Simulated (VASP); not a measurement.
# TaN (P6_3mc) in VASP: single point with PBE

Aim: the single point of TaN with PBE.

All numbers are computed with VASP 6.6.1; they aren't measurements. Logs are shortened: lines on timing, memory, paths and dates and some standing lists are left out, and cuts for length are marked.

## 1. Starting point

The structure is hexagonal, space group P6_3mc (No. 186). Conventional cell: a = 3.050 Å, b = 3.050 Å, c = 4.940 Å, α = 90.00°, β = 90.00°, γ = 120.00°. Ta (site symmetry 3m) has 4 N at 1.85 to 1.90 Å as nearest neighbours. Around N (site symmetry 3m) lie 4 Ta at 1.85 to 1.90 Å.

## 2. Single point, PBE

Contents of INCAR:

```
SYSTEM = TaN
  PREC = Accurate
  ENCUT = 520
  EDIFF = 1E-7
  ISMEAR = 0
  SIGMA = 0.15
  LREAL = .FALSE.
  LASPH = .TRUE.
  NELM = 100
  ALGO = Fast
  ISIF = 2
  LWAVE = .FALSE.
  LCHARG = .TRUE.
  GGA = PE
  LELF = .TRUE.
  LVHAR = .TRUE.
  NBANDS = 24
```

Contents of KPOINTS:

```
Automatic mesh
0
G
  18 18 10
  0 0 0
```

Contents of POSCAR:

```
TaN
1.0
    3.0500010905      0.0000000000      0.0000000000
   -1.5250005453      2.6413784260      0.0000000000
    0.0000000000      0.0000000000      4.9400000000
Ta N
2 2
Direct
    0.3333333333      0.6666666667      0.0000000000
    0.6666666667      0.3333333333      0.5000000000
    0.3333333333      0.6666666667      0.3850000000
    0.6666666667      0.3333333333      0.8850000000
```

Potentials or basis: VASP PAW PBE potentials, release 64 (Ta_pv, N).

Launch:

```bash
$ cat potpaw_PBE.64/Ta_pv/POTCAR potpaw_PBE.64/N/POTCAR > POTCAR
$ mpirun -np 1 vasp_std > vasp.out
```

OUTCAR:

```text
SYSTEM = TaN
   PREC = Accurate
   ENCUT = 520
   EDIFF = 1E-7
   ISMEAR = 0
   LREAL = .FALSE.
   LASPH = .TRUE.
   NELM = 100
   ISIF = 2
   GGA = PE

 ion  position               nearest neighbor table
   1  0.333  0.667  0.000-   4 1.85   4 1.85   4 1.85   3 1.90   2 3.03   2 3.03   2 3.03   2 3.03
                             2 3.03   2 3.03
   2  0.667  0.333  0.500-   3 1.85   3 1.85   3 1.85   4 1.90   1 3.03   1 3.03   1 3.03   1 3.03
                             1 3.03   1 3.03
   3  0.333  0.667  0.385-   2 1.85   2 1.85   2 1.85   1 1.90
   4  0.667  0.333  0.885-   1 1.85   1 1.85   1 1.85   2 1.90

  LATTYP: Found a hexagonal cell.
 ALAT       =     3.0500010905
 C/A-ratio  =     1.6196715520

  Lattice vectors:

 A1 = (   3.0500010905,   0.0000000000,   0.0000000000)
 A2 = (  -1.5250005453,   2.6413784260,   0.0000000000)
 A3 = (   0.0000000000,   0.0000000000,   4.9400000000)

Analysis of symmetry for initial positions (statically):
=====================================================================
 Subroutine PRICEL returns:
 Original cell was already a primitive cell.

 Routine SETGRP: Setting up the symmetry group for a
 hexagonal supercell.

 Subroutine GETGRP returns: Found 12 space group operations
 (whereof  6 operations were pure point group operations)
 out of a pool of 24 trial point group operations.

The static configuration has the point symmetry C_3v.
 The point group associated with its full space group is C_6v.

Analysis of symmetry for dynamics (positions and initial velocities):
=====================================================================
 Subroutine PRICEL returns:
 Original cell was already a primitive cell.

 Routine SETGRP: Setting up the symmetry group for a
 hexagonal supercell.

 Subroutine GETGRP returns: Found 12 space group operations
 (whereof  6 operations were pure point group operations)
 out of a pool of 24 trial point group operations.

The dynamic configuration has the point symmetry C_3v.
 The point group associated with its full space group is C_6v.

 Subroutine INISYM returns: Found 12 space group operations
 (whereof  6 operations are pure point group operations),
 and found     1 'primitive' translations

----------------------------------------------------------------------------------------

                                     Primitive cell

  volume of cell :      39.7977

  direct lattice vectors                    reciprocal lattice vectors
     3.050001090  0.000000000  0.000000000     0.327868735  0.189295103  0.000000000
[... 95 lines left out ...]
   NFREE  =      0    steps in history (QN), initial steepest desc. (CG)
   ISIF   =      2    stress and relaxation
   ISYM   =      2    0-nonsym 1-usesym 2-fastsym
   POTIM  = 0.5000    time-step for ionic-motion
   TEBEG  =    0.0;   TEEND  =   0.0 temperature during run
   PSTRESS=    0.0 pullay stress
   NELECT =      32.0000    total number of electrons
   NUPDOWN=      -1.0000    fix difference up-down
   EMIN   =  10.00;   EMAX   =-10.00  energy-range for DOS
   EFERMI =   0.00;   METHOD = LEGACY
   ISMEAR =     0;   SIGMA  =   0.15  broadening in eV -4-tet -1-fermi 0-gaus
   EFERMI_NEDOS =   21; number of points for ismear=-14 and -15
   IALGO  =     68    algorithm
   IMIX   =      4    mixing-type and parameters
     AMIX     =   0.40;   BMIX     =  1.00
     AMIX_MAG =   1.60;   BMIX_MAG =  1.00
  volume/ion in A,a.u.               =       9.95        67.14
  Fermi-wavevector in a.u.,A,eV,Ry     =   1.522319  2.876766 31.530886  2.317455
  Thomas-Fermi vector in A             =   2.630914
   LORBIT       =      0    0 simple, 1 ext, 2 COOP (PROOUT), +10 PAW based schemes
   GGA     = PE    functional components
   LHFCALC =     F    Hartree Fock is set to
   AEXX    =    0.0000 exact exchange contribution
   IVDW    =     0    specifies the selected vdW correction
   LEPSILON=     F    determine dielectric tensor
   LRPA    =     F    only Hartree local field effects (RPA)
 non-spin polarized calculation
 RMM-DIIS sequential band-by-band and
 Gauss-broadening in eV      SIGMA  =   0.15
  energy-cutoff  :      520.00
  volume of cell :       39.80
 maximum number of plane-waves:      1093
 NGX is ok and might be reduce to    24
   NGX = 11   NGY = 11   NGZ = 19

 number of electron      32.0000000 magnetization

 Free energy of the ion-electron system (eV)
  ---------------------------------------------------
  ext. energy  EPLUGINS =         0.00000000
  ---------------------------------------------------
  free energy    TOTEN  =       -37.67570962 eV

  energy without entropy =      -37.65924922  energy(sigma->0) =      -37.66747942

 E-fermi :   9.7854     XC(G=0): -13.5437

 val. band max:        9.7847312080   @ k =   0.2778   0.1111   0.4000
 cond. band min:       9.7903777980   @ k =   0.2222   0.0556   0.0000
 fundamental gap:      0.0056465899
 Fermi energy:         9.7854239688

 k-point     1 :       0.0000    0.0000    0.0000
  band No.  band energies     occupation
      1     -26.3301      2.00000
      2     -25.2221      2.00000
      3     -25.2221      2.00000
      4     -25.0310      2.00000
      5     -25.0310      2.00000
      6     -24.9748      2.00000
[... 637 lines left out ...]
     23      16.2905      0.00000
     24      17.1153      0.00000

 [... further k-points ...]

------------------------ aborting loop because EDIFF is reached ----------------------------------------

  FORCE on cell =-STRESS in cart. coord.  units (eV):
  Direction    XX          YY          ZZ          XY          YZ          ZX
  --------------------------------------------------------------------------------------
  -------------------------------------------------------------------------------------
  Total       37.0140481     37.0140481     30.5176422     -0.0000000      0.0000000      0.0000000
  in kB     1490.1143526   1490.1143527   1228.5815508     -0.0000000      0.0000000      0.0000000
  external PRESSURE =    1402.9367520 kB  Pullay stress =       0.0000000 kB

 VOLUME and BASIS-vectors are now :
 -----------------------------------------------------------------------------
  energy-cutoff  :      520.00
  volume of cell :       39.80
      direct lattice vectors                 reciprocal lattice vectors
     3.050001090  0.000000000  0.000000000     0.327868735  0.189295103  0.000000000
    -1.525000545  2.641378426  0.000000000     0.000000000  0.378590205  0.000000000
     0.000000000  0.000000000  4.940000000     0.000000000  0.000000000  0.202429150

 POSITION                                       TOTAL-FORCE (eV/Angst)
 -----------------------------------------------------------------------------------
     -0.00000      1.76092      0.00000         0.000000     -0.000000      2.370129
      1.52500      0.88046      2.47000        -0.000000      0.000000      2.370129
     -0.00000      1.76092      1.90190         0.000000     -0.000000     -2.370129
      1.52500      0.88046      4.37190        -0.000000      0.000000     -2.370129
 -----------------------------------------------------------------------------------
    total drift:                               -0.000000      0.000000      0.000566

  FREE ENERGIE OF THE ION-ELECTRON SYSTEM (eV)
  ---------------------------------------------------
  free  energy   TOTEN  =       -37.6757096160 eV

  energy  without entropy=      -37.6592492171  energy(sigma->0) =      -37.66747942
```

stdout:

```text
POSCAR found type information on POSCAR TaN
 POSCAR found :  2 types and       4 ions
 scaLAPACK will be used
 LDA part: xc-table for (Slater+PW92), standard interpolation
 POSCAR, INCAR and KPOINTS ok, starting setup
 FFT: planning ... GRIDC
 FFT: planning ... GRID_SOFT
 FFT: planning ... GRID
 WAVECAR not read
 entering main loop
```

Wall time 83 s (1 thread of Intel Xeon 6975P-C (Granite Rapids), shared host); peak memory 0.29 GiB.

Results:

```
Free energy            : -37.6757 eV
Pressure               : 140.3 GPa
Largest force          : 2.370 eV/Å
Band gap on the k mesh : none (metal or under the smearing width)
```

Forces in eV/Å, atoms in the order of the input:
```
Ta   0.000  0.000  2.370
Ta   0.000  0.000  2.370
N    0.000  0.000 -2.370
N    0.000  0.000 -2.370
```

Stress tensor (GPa, compression positive):
```
149.01   0.00   0.00
  0.00 149.01   0.00
  0.00   0.00 122.86
```

Levels at points of the mesh, in eV from the Fermi level:
```
           k point  band 13  band 14  band 15  band 16  band 17  band 18  band 19  band 20
(0.00, 0.00, 0.00)    -7.88    -7.56    -0.82    -0.82    -0.35     2.15     2.68     2.68
(0.50, 0.00, 0.00)    -6.18    -5.22    -2.44    -1.04     0.44     1.44     2.03     3.78
(0.00, 0.00, 0.50)    -8.47    -8.47     1.21     1.21     1.21     1.21     1.87     1.87
(0.50, 0.00, 0.50)    -6.51    -6.51    -0.47    -0.47     2.16     2.16     2.28     2.28
```

Caveat: a pressure of tens of GPa on the cell as given is suspect, and the run, the potentials or the cell itself is likely at fault; forces of over 1 eV/Å show positions far from the minimum, so gaps and moduli don't describe the material at rest.
